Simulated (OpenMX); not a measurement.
Runs of OpenMX 3.8.5 on CuAu. The structure is trigonal, space group R-3m (No. 166). The conventional cell has a = 3.002 Å, b = 3.002 Å, c = 12.769 Å, α = 90.00°, β = 90.00°, γ = 120.00°. Au (site symmetry -3m) has 6 Cu at 2.74 Å and 6 Au at 3.00 Å as nearest neighbours. Around Cu (site symmetry -3m) lie 6 Au at 2.74 Å and 6 Cu at 3.00 Å. The cell comes from a database or a generator and needn't be the stable form of this composition.

```csv
cell,gap on the mesh (eV),pressure (GPa)
"R-3m, 16.6 Å³/atom",none,(b)
"R-3m, 15.97 Å³/atom",none,-0.4
"R-3m, 15.35 Å³/atom",none,5.8
"R-3m, 14.74 Å³/atom",none,12.1
"R-3m, 14.15 Å³/atom",none,(a)
```

Alike in all rows: task single point; level PBE; potentials or basis OpenMX 2013 PBE set, Au7.0-s3p2d2f1, Cu6.0H-s3p2d2, grid cutoff 500 Ry; no spin polarisation; k mesh 9 × 9 × 9; smearing fermi-dirac 0.05 eV.

Question: Estimate the missing entries.

Answer: (a) 20.8; (b) -4.1.

Caveats: the basis of atomic orbitals isn't converged, which shifts pressures, moduli and gaps.

A k mesh can miss the band edges, and the runs leave out spin-orbit coupling on Au.

A gap of «none» marks a metal or a gap under the smearing width.
